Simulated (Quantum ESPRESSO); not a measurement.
Rb in Quantum ESPRESSO: convergence with k mesh

Input of the first run (k mesh 1 × 1 × 1); the others differ in this setting and in those tied to it:

The input pw.in:

```
&CONTROL
  calculation = 'scf'
  prefix = 'pwscf'
  outdir = './tmp'
  pseudo_dir = './pseudo'
  tprnfor = .true.
  tstress = .true.
  disk_io = 'nowf'
/
&SYSTEM
  ibrav = 0
  nat = 1
  ntyp = 1
  ecutwfc = 42
  nbnd = 10
  occupations = 'smearing'
  smearing = 'mv'
  degauss = 0.00367493
/
&ELECTRONS
  conv_thr = 2d-10
  electron_maxstep = 120
  mixing_beta = 0.5
/
ATOMIC_SPECIES
Rb    85.4678 Rb.upf
CELL_PARAMETERS angstrom
  -2.8025000000    2.8025000000    2.8025000000
   2.8025000000   -2.8025000000    2.8025000000
   2.8025000000    2.8025000000   -2.8025000000
ATOMIC_POSITIONS crystal
Rb     0.0000000000    0.0000000000    0.0000000000
K_POINTS automatic
1 1 1 0 0 0
```

Potentials or basis: PseudoDojo 0.4.1 SR LDA stringent.

Run with:

```sh
$ OMP_NUM_THREADS=1 pw.x -in pw.in > pw.out
```

Hardware: 1 thread of Arm Neoverse V2, on a shared host.

| k mesh | energy less the tightest run, at zero smearing (meV/atom) | pressure (GPa) | SCF cycles | CPU time (s) | peak memory (GiB) |
| --- | --- | --- | --- | --- | --- |
| 1 × 1 × 1 | -1027.24 | -0.49 | 6 | 0.52 | 0.05 |
| 2 × 2 × 2 | 373.84 | -0.63 | 7 | 1.1 | 0.05 |
| 3 × 3 × 3 | -91.21 | -0.52 | 6 | 1.3 | 0.05 |
| 4 × 4 × 4 | 66.53 | -0.32 | 7 | 2.5 | 0.05 |
| 5 × 5 × 5 | -4.37 | -0.43 | 7 | 3.1 | 0.05 |
| 6 × 6 × 6 | 16.34 | -0.39 | 7 | 4.9 | 0.05 |
| 7 × 7 × 7 | -5.54 | -0.42 | 7 | 6 | 0.05 |
| 8 × 8 × 8 | 2.81 | -0.40 | 7 | 8.6 | 0.05 |
| 10 × 10 × 10 | 0.00 | -0.40 | 7 | 14 | 0.06 |

Against the tightest run, the pressure stays within 0.1 GPa from 4 × 4 × 4 on. Not settled before the last step: the energy (to 1 meV/atom). Meshes of other sizes hit other points, so gaps and Fermi surfaces needn't settle smoothly. The tightest run that finished is the yardstick and may itself not be fully converged.
